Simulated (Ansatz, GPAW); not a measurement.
# Ballistic transport through benzene-1,4-dithiol between two Al chains, from relaxation to T(E), part 3 of 4

How well does benzene-1,4-dithiol between two Al chains conduct once its atoms have relaxed, and how much do cheaper levels lose?

GPAW 26.7.0 and Ansatz 0.2.0; Ansatz plane waves; relaxation of the junction with the lead ends held; PAW set soft_1 (the session's first sound run).

So far, transmission at the Fermi level (one spin): step 3 (plane waves, PBE) 0.0149. Also open channels of the lead at the Fermi level (one spin): step 3 2.

### Step 4. Double-zeta polarised basis

Localised orbitals split the wire into layers that couple to their neighbours alone, which is what the Green's function method needs; double zeta with polarisation is the usual level for numbers.

This step: GPAW LCAO, PAW setups; Landauer transmission from Green's functions with principal layers (ASE), zero bias (GPAW 26.7.0).

run.py reads:

```python
import json
import numpy as np
from ase import Atoms
from ase.transport.calculators import TransportCalculator
from gpaw import GPAW, FermiDirac
from gpaw.lcao.tools import get_lcao_hamiltonian
from scipy.linalg import eigh

# The junction with lead layers at both ends, along the third cell vector
device = Atoms(
    ['Al', 'Al', 'Al', 'Al', 'Al', 'Al', 'Al', 'S', 'H', 'C', 'C', 'H', 'C', 'C', 'H', 'C', 'C', 'H', 'S', 'Al', 'Al', 'Al', 'Al', 'Al', 'Al', 'Al'],
    positions=[
        [5.71513, 4.50000, 1.20000],
        [5.71513, 4.50000, 3.60000],
        [5.71513, 4.50000, 6.00000],
        [5.71513, 4.50000, 8.40000],
        [5.71513, 4.50000, 10.80000],
        [4.40427, 4.79659, 12.99334],
        [5.51360, 4.62262, 15.36355],
        [4.18074, 5.11349, 17.10148],
        [7.09493, 5.05077, 17.86699],
        [5.07053, 5.05031, 18.64466],
        [6.46849, 5.04681, 18.76166],
        [3.21589, 5.06299, 19.75314],
        [4.30412, 5.05886, 19.82307],
        [7.07784, 5.05040, 20.01402],
        [8.16606, 5.04759, 20.08399],
        [4.91341, 5.08047, 21.07546],
        [6.31137, 5.07636, 21.19208],
        [4.28757, 5.11214, 21.96973],
        [7.19981, 5.17247, 22.73485],
        [5.89009, 4.61464, 24.47029],
        [6.99813, 4.84715, 26.83784],
        [5.71513, 4.50000, 29.04109],
        [5.71513, 4.50000, 31.44109],
        [5.71513, 4.50000, 33.84109],
        [5.71513, 4.50000, 36.24109],
        [5.71513, 4.50000, 38.64109]],
    cell=[[11.43027, 0.0, 0.0], [0.0, 9.0, 0.0], [0.0, 0.0, 39.84109]],
    pbc=True)

# One principal layer of the lead: the first 4 atoms of the device
lead = Atoms(
    ['Al', 'Al', 'Al', 'Al'],
    positions=[
        [5.71513, 4.50000, 1.20000],
        [5.71513, 4.50000, 3.60000],
        [5.71513, 4.50000, 6.00000],
        [5.71513, 4.50000, 8.40000]],
    cell=[[11.43027, 0.0, 0.0], [0.0, 9.0, 0.0], [0.0, 0.0, 9.6]],
    pbc=True)

settings = dict(mode='lcao', basis='dzp', xc='PBE', h=0.2,
                occupations=FermiDirac(0.1), maxiter=250,
                mixer=dict(beta=0.1, nmaxold=8, weight=100.0),
                convergence=dict(density=0.0001))
energies = np.arange(-2, 2 + 1e-9, 0.025)
eta = 0.0001
n1, n2 = 1, 1
# k and -k transmit alike, so half of the mesh across the current serves
mesh = [(i, j) for i in range(n1) for j in range(n2) if (i, j) <= (-i % n1, -j % n2)]
weights = np.array([1 if (i, j) == (-i % n1, -j % n2) else 2 for i, j in mesh]) / (n1 * n2)

# [... helper functions left out ...]
fermi_lead = ground_state(lead, (1, 1, 12), 'lead.txt')
fermi_device = ground_state(device, (1, 1, 2), 'device.txt')
# [... loop over the mesh left out, but for ...]
        # Shift the lead onto the potential of the device's first layer
        shift = ((H[:, 0, 0] - H0[:, 0, 0]) / S0[0, 0]).real.mean()
# [...]
kT = 8.617333e-5 * 300
bias = [0.1, 0.2, 0.5, 1.0, 1.5, 2.0]
# [... integrals and printing left out ...]
```

On the command line:

```bash
$ OMP_NUM_THREADS=1 OPENBLAS_NUM_THREADS=1 python run.py
```

Numbers of over 12 decimals in the logs are rounded to 6 here.

Output:

```text
basis functions: device 306, principal layer 52
Fermi level: lead -3.3508 eV, device -3.1541 eV; lead shifted by 0.0172 eV
largest coupling past the next layer 1.42e-15 eV, largest misfit of the first layer 0.060 eV
  E-E_F (eV)   T (one spin)  channels
    -2.000    2.1857e-03    1.0000
    -1.975    2.0910e-03    1.0000
    -1.950    1.9851e-03    1.0000
    -1.925    1.8656e-03    1.0000
    -1.900    1.7294e-03    1.0000
    -1.875    1.5739e-03    1.0000
    -1.850    1.3964e-03    1.0000
    -1.825    1.1958e-03    1.0000
    -1.800    9.7308e-04    1.0000
    -1.775    7.3379e-04    1.0000
    -1.750    4.8999e-04    1.0000
    -1.725    2.6322e-04    1.0000
    -1.700    8.6197e-05    1.0000
    -1.675    1.7713e-06    1.0000
    -1.650    5.6159e-05    1.0000
    -1.625    2.8493e-04    1.0000
[...]
1.825    1.3872e-01    3.0000
     1.850    1.4817e-01    3.0000
     1.875    1.5857e-01    3.0000
     1.900    1.6999e-01    3.0000
     1.925    1.8250e-01    3.0000
     1.950    1.9615e-01    3.0000
     1.975    2.1101e-01    3.0000
     2.000    2.2710e-01    3.0000
conductance at 300 K: 0.016843 G0 a cell; thermopower -18.36 uV/K
current from the zero-bias T(E) at 0.1 V: 0.13001 uA
current from the zero-bias T(E) at 0.2 V: 0.25732 uA
current from the zero-bias T(E) at 0.5 V: 0.61776 uA
current from the zero-bias T(E) at 1.0 V: 1.3206 uA
current from the zero-bias T(E) at 1.5 V: 2.3274 uA
current from the zero-bias T(E) at 2.0 V: 3.4716 uA
```

Elapsed: 2.5 min, on 1 thread of Intel Xeon Platinum 8375C at 2.90GHz (Ice Lake), shared host; peak memory 1.5 GiB.

Numbers from this step:

```yaml
conductance: 0.01684 G₀
thermopower: -18.36 μV/K
largest_coupling_past_the_next_principal_layer: 1.42e-15 eV
largest_misfit_of_the_first_principal_layer: 0.05982 eV
shift_that_aligns_the_lead: 0.01720 eV
basis_functions_of_the_junction: 306
basis_functions_of_a_principal_layer: 52
transmission_at_the_fermi_level_one_spin: 0.01704
```

One spin. Table of transmission, zone mean by energy, zero at the Fermi level:

| energy (eV) | transmission, zone mean |
| --- | --- |
| -2.000 | 0.00219 |
| -1.900 | 0.00173 |
| -1.800 | 9.7e-4 |
| -1.700 | 8.6e-5 |
| -1.600 | 6.9e-4 |
| -1.500 | 0.00289 |
| -1.400 | 0.00291 |
| -1.300 | 8.5e-4 |
| -1.200 | 1.5e-9 |
| -1.100 | 2.6e-11 |
| -1.000 | 2.0e-12 |
| -0.900 | 0 |
| -0.800 | 1.9e-12 |
| -0.700 | 6.5e-11 |
| -0.600 | 1.3e-10 |
| -0.500 | 1.4e-12 |
| -0.400 | 5.2e-11 |
| -0.300 | 0.00177 |
| -0.200 | 0.00571 |
| -0.100 | 0.0120 |
| 0.000 | 0.0170 |
| 0.100 | 0.0205 |
| 0.200 | 0.0243 |
| 0.300 | 0.0298 |
| 0.400 | 0.0369 |
| 0.500 | 0.0447 |
| 0.600 | 0.0514 |
| 0.700 | 0.0560 |
| 0.800 | 0.0584 |
| 0.900 | 0.0594 |
| 1.000 | 0.0603 |
| 1.100 | 0.0609 |
| 1.200 | 0.0621 |
| 1.300 | 0.0643 |
| 1.400 | 0.0682 |
| 1.500 | 0.0748 |
| 1.600 | 0.0859 |
| 1.700 | 0.103 |
| 1.800 | 0.130 |
| 1.900 | 0.170 |
| 2.000 | 0.227 |

Crossings of the lead's bands, unfolded to its shortest repeat. Open channels, zone mean against energy, zero at the Fermi level:

| energy (eV) | open channels, zone mean |
| --- | --- |
| -2.000 | 1 |
| -1.900 | 1 |
| -1.800 | 1 |
| -1.700 | 1 |
| -1.600 | 1 |
| -1.500 | 1 |
| -1.400 | 1 |
| -1.300 | 1 |
| -1.200 | 0 |
| -1.100 | 0 |
| -1.000 | 0 |
| -0.900 | 0 |
| -0.800 | 0 |
| -0.700 | 0 |
| -0.600 | 0 |
| -0.500 | 0 |
| -0.400 | 0 |
| -0.300 | 2 |
| -0.200 | 2 |
| -0.100 | 2 |
| 0.000 | 2 |
| 0.100 | 2 |
| 0.200 | 2 |
| 0.300 | 2 |
| 0.400 | 2 |
| 0.500 | 2 |
| 0.600 | 2 |
| 0.700 | 2 |
| 0.800 | 2 |
| 0.900 | 2 |
| 1.000 | 3 |
| 1.100 | 3 |
| 1.200 | 3 |
| 1.300 | 3 |
| 1.400 | 3 |
| 1.500 | 3 |
| 1.600 | 3 |
| 1.700 | 3 |
| 1.800 | 3 |
| 1.900 | 3 |
| 2.000 | 3 |

Not self-consistent under bias; the bias window is split evenly. Current through one cell, from the zero-bias transmission against bias:

| bias (V) | current through one cell, from the zero-bias transmission (μA) |
| --- | --- |
| 0.100 | 0.130 |
| 0.200 | 0.257 |
| 0.500 | 0.618 |
| 1.000 | 1.32 |
| 1.500 | 2.33 |
| 2.000 | 3.47 |

Table of transmission of the three most open eigenchannels by energy, zero at the Fermi level:

| energy (eV) | channel 1 | channel 2 | channel 3 |
| --- | --- | --- | --- |
| -2.000 | 0.00219 | 0 | 0 |
| -1.800 | 9.7e-4 | 0 | 0 |
| -1.600 | 6.9e-4 | 0 | 0 |
| -1.400 | 0.00291 | 0 | 0 |
| -1.200 | 1.5e-9 | 0 | 0 |
| -1.000 | 2.0e-12 | 0 | 0 |
| -0.800 | 1.9e-12 | 0 | 0 |
| -0.600 | 1.3e-10 | 0 | 0 |
| -0.400 | 5.0e-11 | 2.4e-12 | 0 |
| -0.200 | 0.00564 | 6.8e-5 | 0 |
| 0.000 | 0.0166 | 4.0e-4 | 0 |
| 0.200 | 0.0231 | 0.00126 | 0 |
| 0.400 | 0.0338 | 0.00305 | 0 |
| 0.600 | 0.0450 | 0.00648 | 0 |
| 0.800 | 0.0476 | 0.0108 | 0 |
| 1.000 | 0.0470 | 0.0133 | 2.1e-5 |
| 1.200 | 0.0494 | 0.0125 | 1.6e-4 |
| 1.400 | 0.0577 | 0.00997 | 4.9e-4 |
| 1.600 | 0.0779 | 0.00694 | 0.00106 |
| 1.800 | 0.123 | 0.00508 | 0.00159 |
| 2.000 | 0.221 | 0.00444 | 0.00182 |

At the Fermi level T is 0.0170 against 0.0149 in plane waves. Couplings past the next layer reach 1.4e-15 eV, small enough to drop; the matrix elements of the cell's first layer differ from the bulk lead's by up to 0.060 eV. That layer keeps its own values in the calculation, and only beyond it is the lead taken as perfect. The Fermi levels of lead and junction count from different zeros of potential, one for each periodic cell; with both set to zero, the small remaining shift is what aligns them. By hand: G = 0.01684 × 77.48 μS = 1.31 μS, a resistance of 766 kΩ; at 0.1 V a linear junction would pass 0.131 μA, and the integral over the bias window gives 0.130 μA. Mott's formula, S = -(π²/3)(k_B²T/e) d ln T/dE, has the prefactor 7.33 μV/K·eV at 300 K; T = 0.01598 at -0.025 eV and 0.01798 at 0.025 eV give a slope of 2.35 per eV and S = -17.2 μV/K, beside -18.4 μV/K from the thermal integral, which interpolates the same grid.

### Step 5. Single-zeta polarised basis

The second zeta is dropped, the polarisation orbitals stay.

run.py: that of step 4 with these lines changed.

```diff
@@ -52,3 +52,3 @@
 
-settings = dict(mode='lcao', basis='dzp', xc='PBE', h=0.2,
+settings = dict(mode='lcao', basis='szp(dzp)', xc='PBE', h=0.2,
                 occupations=FermiDirac(0.1), maxiter=250,
```

Output:

```text
basis functions: device 214, principal layer 36
Fermi level: lead -3.8311 eV, device -3.6023 eV; lead shifted by 0.0242 eV
largest coupling past the next layer 1.20e-15 eV, largest misfit of the first layer 0.067 eV
  E-E_F (eV)   T (one spin)  channels
    -2.000    3.4272e-03    1.0000
    -1.975    3.3155e-03    1.0000
    -1.950    3.1643e-03    1.0000
[...]
1.975    9.8806e-01    3.0000
     2.000    6.7421e-01    3.0000
conductance at 300 K: 0.017537 G0 a cell; thermopower -21.62 uV/K
current from the zero-bias T(E) at 0.1 V: 0.13535 uA
current from the zero-bias T(E) at 0.2 V: 0.26795 uA
current from the zero-bias T(E) at 0.5 V: 0.65607 uA
current from the zero-bias T(E) at 1.0 V: 1.5589 uA
current from the zero-bias T(E) at 1.5 V: 3.0264 uA
current from the zero-bias T(E) at 2.0 V: 4.8859 uA
```

It took 2.1 min on 1 thread; peak memory 1.5 GiB.

This step gave:

| Property | Result |
| --- | --- |
| conductance | 0.01754 G₀ |
| thermopower | -21.62 μV/K |
| largest coupling past the next principal layer | 1.20e-15 eV |
| largest misfit of the first principal layer | 0.06740 eV |
| shift that aligns the lead | 0.02416 eV |
| basis functions of the junction | 214 |
| basis functions of a principal layer | 36 |
| transmission at the Fermi level (one spin) | 0.01775 |

The conductance, 0.0175 G₀, lies 4.1 % above that of the dzp run.

### Step 6. Minimal basis

One function for each valence shell of the setup, as for a first survey of a large system.

run.py: that of step 5 with these lines changed.

```diff
@@ -52,3 +52,3 @@
 
-settings = dict(mode='lcao', basis='szp(dzp)', xc='PBE', h=0.2,
+settings = dict(mode='lcao', basis='sz(dzp)', xc='PBE', h=0.2,
                 occupations=FermiDirac(0.1), maxiter=250,
```

Output:

```text
basis functions: device 92, principal layer 16
Fermi level: lead -4.0904 eV, device -3.8178 eV; lead shifted by 0.0317 eV
largest coupling past the next layer 1.37e-15 eV, largest misfit of the first layer 0.086 eV
  E-E_F (eV)   T (one spin)  channels
    -2.000    4.9732e-03    1.0000
    -1.975    4.8783e-03    1.0000
    -1.950    4.6737e-03    1.0000
[...]
1.975    3.0447e-01    3.0000
     2.000    4.5870e-01    3.0000
conductance at 300 K: 0.020079 G0 a cell; thermopower -19.51 uV/K
current from the zero-bias T(E) at 0.1 V: 0.15494 uA
current from the zero-bias T(E) at 0.2 V: 0.30648 uA
current from the zero-bias T(E) at 0.5 V: 0.74276 uA
current from the zero-bias T(E) at 1.0 V: 1.7183 uA
current from the zero-bias T(E) at 1.5 V: 3.3185 uA
current from the zero-bias T(E) at 2.0 V: 5.3087 uA
```

Run time: 87 s. Hardware: 1 thread; peak memory 1.4 GiB.

This step gave:

```yaml
conductance: 0.02008 G₀
thermopower: -19.51 μV/K
largest_coupling_past_the_next_principal_layer: 1.37e-15 eV
largest_misfit_of_the_first_principal_layer: 0.08621 eV
shift_that_aligns_the_lead: 0.03169 eV
basis_functions_of_the_junction: 92
basis_functions_of_a_principal_layer: 16
transmission_at_the_fermi_level_one_spin: 0.02033
```

The conductance, 0.0201 G₀, lies 19 % above that of the dzp run.

### Step 7. RPBE in the dzp basis: xc = "RPBE"

Back in the dzp basis, the functional changes from PBE to RPBE, to set the spread between functionals beside that between bases.

run.py: that of step 6 with these lines changed.

```diff
@@ -52,3 +52,3 @@
 
-settings = dict(mode='lcao', basis='sz(dzp)', xc='PBE', h=0.2,
+settings = dict(mode='lcao', basis='dzp', xc='RPBE', h=0.2,
                 occupations=FermiDirac(0.1), maxiter=250,
```

Output:

```text
basis functions: device 306, principal layer 52
Fermi level: lead -3.2958 eV, device -3.0946 eV; lead shifted by 0.0165 eV
largest coupling past the next layer 1.16e-15 eV, largest misfit of the first layer 0.058 eV
  E-E_F (eV)   T (one spin)  channels
    -2.000    2.0371e-03    1.0000
    -1.975    1.9367e-03    1.0000
    -1.950    1.8256e-03    1.0000
[...]
1.975    1.9371e-01    3.0000
     2.000    2.0836e-01    3.0000
conductance at 300 K: 0.015781 G0 a cell; thermopower -18.26 uV/K
current from the zero-bias T(E) at 0.1 V: 0.12186 uA
current from the zero-bias T(E) at 0.2 V: 0.24144 uA
current from the zero-bias T(E) at 0.5 V: 0.58262 uA
current from the zero-bias T(E) at 1.0 V: 1.2578 uA
current from the zero-bias T(E) at 1.5 V: 2.235 uA
current from the zero-bias T(E) at 2.0 V: 3.337 uA
```

Run time: 2.3 min. Hardware: 1 thread; peak memory 1.5 GiB.

This step gave:

- conductance: 0.01578 G₀
- thermopower: -18.26 μV/K
- largest coupling past the next principal layer: 1.16e-15 eV
- largest misfit of the first principal layer: 0.05796 eV
- shift that aligns the lead: 0.01646 eV
- basis functions of the junction: 306
- basis functions of a principal layer: 52
- transmission at the Fermi level (one spin): 0.01594

One spin. Transmission, zone mean against energy, zero at the Fermi level:

energy (eV), transmission, zone mean and a bar:
```
   -2.000      0.002 
   -1.800      0.001 
   -1.600      0.001 
   -1.400      0.003 
   -1.200      0.000 
   -1.000      0.000 
   -0.800      0.000 
   -0.600      0.000 
   -0.400      0.000 
   -0.200      0.005 #
    0.000      0.016 ##
    0.200      0.023 ###
    0.400      0.035 #####
    0.600      0.050 #######
    0.800      0.057 ########
    1.000      0.057 ########
    1.200      0.059 #########
    1.400      0.064 #########
    1.600      0.080 ############
    1.800      0.120 #################
    2.000      0.208 ##############################
```

The conductance, 0.0158 G₀, lies 6.3 % below that of the dzp run.

### Step 8. The structure as built: geometry = "as built"

The dzp basis with PBE on the structure as first built shows what the relaxation was worth.

run.py: that of step 7 with these lines changed.

```diff
@@ -17,18 +17,18 @@
         [5.71513, 4.50000, 10.80000],
-        [4.40427, 4.79659, 12.99334],
-        [5.51360, 4.62262, 15.36355],
-        [4.18074, 5.11349, 17.10148],
-        [7.09493, 5.05077, 17.86699],
-        [5.07053, 5.05031, 18.64466],
-        [6.46849, 5.04681, 18.76166],
-        [3.21589, 5.06299, 19.75314],
-        [4.30412, 5.05886, 19.82307],
-        [7.07784, 5.05040, 20.01402],
-        [8.16606, 5.04759, 20.08399],
-        [4.91341, 5.08047, 21.07546],
-        [6.31137, 5.07636, 21.19208],
-        [4.28757, 5.11214, 21.96973],
-        [7.19981, 5.17247, 22.73485],
-        [5.89009, 4.61464, 24.47029],
-        [6.99813, 4.84715, 26.83784],
+        [5.71513, 4.50000, 13.20000],
+        [5.71513, 4.50000, 15.60000],
+        [4.44623, 5.62453, 17.00190],
+        [7.21621, 5.63296, 17.94412],
+        [5.16248, 5.61388, 18.62978],
+        [6.54868, 5.62078, 18.80208],
+        [3.25000, 5.62903, 19.63786],
+        [4.33166, 5.62089, 19.75286],
+        [7.09860, 5.62089, 20.08823],
+        [8.18027, 5.62903, 20.20323],
+        [4.88158, 5.62078, 21.03901],
+        [6.26779, 5.61388, 21.21131],
+        [4.21406, 5.63296, 21.89697],
+        [6.98403, 5.62453, 22.83919],
+        [5.71513, 4.50000, 24.24109],
+        [5.71513, 4.50000, 26.64109],
         [5.71513, 4.50000, 29.04109],
@@ -52,3 +52,3 @@
 
-settings = dict(mode='lcao', basis='dzp', xc='RPBE', h=0.2,
+settings = dict(mode='lcao', basis='dzp', xc='PBE', h=0.2,
                 occupations=FermiDirac(0.1), maxiter=250,
```

Output:

```text
basis functions: device 306, principal layer 52
Fermi level: lead -3.3508 eV, device -3.1728 eV; lead shifted by 0.0003 eV
largest coupling past the next layer 1.40e-15 eV, largest misfit of the first layer 0.009 eV
  E-E_F (eV)   T (one spin)  channels
    -2.000    7.8217e-05    1.0000
    -1.975    2.2167e-04    1.0000
    -1.950    4.4086e-04    1.0000
[...]
1.975    1.4017e-01    3.0000
     2.000    1.4676e-01    3.0000
conductance at 300 K: 0.13424 G0 a cell; thermopower 6.011 uV/K
current from the zero-bias T(E) at 0.1 V: 1.0329 uA
current from the zero-bias T(E) at 0.2 V: 2.022 uA
current from the zero-bias T(E) at 0.5 V: 4.3413 uA
current from the zero-bias T(E) at 1.0 V: 5.9656 uA
current from the zero-bias T(E) at 1.5 V: 6.9012 uA
current from the zero-bias T(E) at 2.0 V: 7.8118 uA
```

It took 1.8 min on 1 thread; peak memory 1.5 GiB.

This step gave:

```
conductance                                    : 0.1342 G₀
thermopower                                    : 6.011 μV/K
largest coupling past the next principal layer : 1.40e-15 eV
largest misfit of the first principal layer    : 0.009076 eV
shift that aligns the lead                     : 2.53e-4 eV
transmission at the Fermi level (one spin)     : 0.1368
```

The conductance, 0.134 G₀, lies a factor of 8.0 above that of the dzp run.

### Step 9. All levels side by side

Times are wall times on the hardware named with each run. Results by setting:

| no. | run | conductance (G₀) | time | memory (GiB) |
| --- | --- | --- | --- | --- |
| 1 | pw PBE | 0.01484 | 1.9 min | 3.9 |
| 2 | dzp | 0.01684 | 2.5 min | 1.5 |
| 3 | szp | 0.01754 | 2.1 min | 1.5 |
| 4 | sz | 0.02008 | 87 s | 1.4 |
| 5 | dzp RPBE | 0.01578 | 2.3 min | 1.5 |
| 6 | asbuilt | 0.1342 | 1.8 min | 1.5 |

### Step 10. The levels side by side

The curves are compared point by point over the common energies.

This step: comparison of transmission and cost over codes, levels and geometry; PAW set soft_1 (GPAW 26.7.0).

Ladder, by row:

| step | code | T at the Fermi level (sum over the listed spins) | conductance (G0) | r.m.s. T(E) from the first | wall time (s) | peak memory (GiB) | threads |
| --- | --- | --- | --- | --- | --- | --- | --- |
| pw-pbe | Ansatz | 0.01493 | 0.01484 | 0 | 116.1 | 3.869 | 4 |
| dzp | GPAW | 0.01704 | 0.01684 | 0.01705 | 148.3 | 1.54 | 1 |
| szp | GPAW | 0.01775 | 0.01754 | 0.1606 | 125.2 | 1.52 | 1 |
| sz | GPAW | 0.02033 | 0.02008 | 0.1297 | 86.84 | 1.38 | 1 |
| dzp-RPBE | GPAW | 0.01594 | 0.01578 | 0.02092 | 136.2 | 1.54 | 1 |
| asbuilt | GPAW | 0.1368 | 0.1342 | 0.09654 | 111 | 1.54 | 1 |

Table of transmission, zone mean, sum over the listed spins by energy, zero at the Fermi level:

| energy (eV) | pw-pbe | dzp | szp | sz | dzp-RPBE | asbuilt |
| --- | --- | --- | --- | --- | --- | --- |
| -2.0000 | 0.00155 | 0.00219 | 0.00343 | 0.00497 | 0.00204 | 7.8e-5 |
| -1.7500 | 6.5e-5 | 4.9e-4 | 2.6e-4 | 8.1e-4 | 3.7e-4 | 0.00652 |
| -1.5000 | 0.00492 | 0.00289 | 0.0158 | 1.8e-10 | 0.00294 | 0.822 |
| -1.2500 | 0.00108 | 1.4e-9 | 2.1e-11 | 1.8e-13 | 1.1e-9 | 2.0e-10 |
| -1.0000 | 0 | 2.0e-12 | 4.9e-13 | 6.0e-14 | 1.6e-12 | 4.7e-13 |
| -0.7500 | 0 | 6.2e-12 | 1.8e-11 | 1.0e-11 | 4.4e-12 | 6.3e-14 |
| -0.5000 | 0 | 1.4e-12 | 5.5e-13 | 3.1e-13 | 1.3e-12 | 1.9e-13 |
| -0.2500 | 0.00296 | 0.00336 | 0.00262 | 0.00363 | 0.00326 | 0.0623 |
| 0.0000 | 0.0149 | 0.0170 | 0.0178 | 0.0203 | 0.0159 | 0.137 |
| 0.2500 | 0.0254 | 0.0268 | 0.0317 | 0.0340 | 0.0255 | 0.0823 |
| 0.5000 | 0.0434 | 0.0447 | 0.0619 | 0.0667 | 0.0432 | 0.0527 |
| 0.7500 | 0.0589 | 0.0575 | 0.0876 | 0.0953 | 0.0557 | 0.0459 |
| 1.0000 | 0.0636 | 0.0603 | 0.104 | 0.111 | 0.0574 | 0.0482 |
| 1.2500 | 0.0674 | 0.0630 | 0.134 | 0.140 | 0.0600 | 0.0573 |
| 1.5000 | 0.0852 | 0.0748 | 0.217 | 0.213 | 0.0704 | 0.0729 |
| 1.7500 | 0.147 | 0.115 | 0.500 | 0.446 | 0.107 | 0.0987 |
| 2.0000 | 0.322 | 0.227 | 0.674 | 0.459 | 0.208 | 0.147 |

(Continued in part 4 of 4.)

[Logs are printed without paths, hosts, clocks, repeated set-up lines and the standing remarks that a program may print on its own settings, such as how far it seeks lower states.]

[Hosts, paths, dates, database ids (printed as entryN), source tags and the programs' standing remarks are cut or masked in the printed files.]
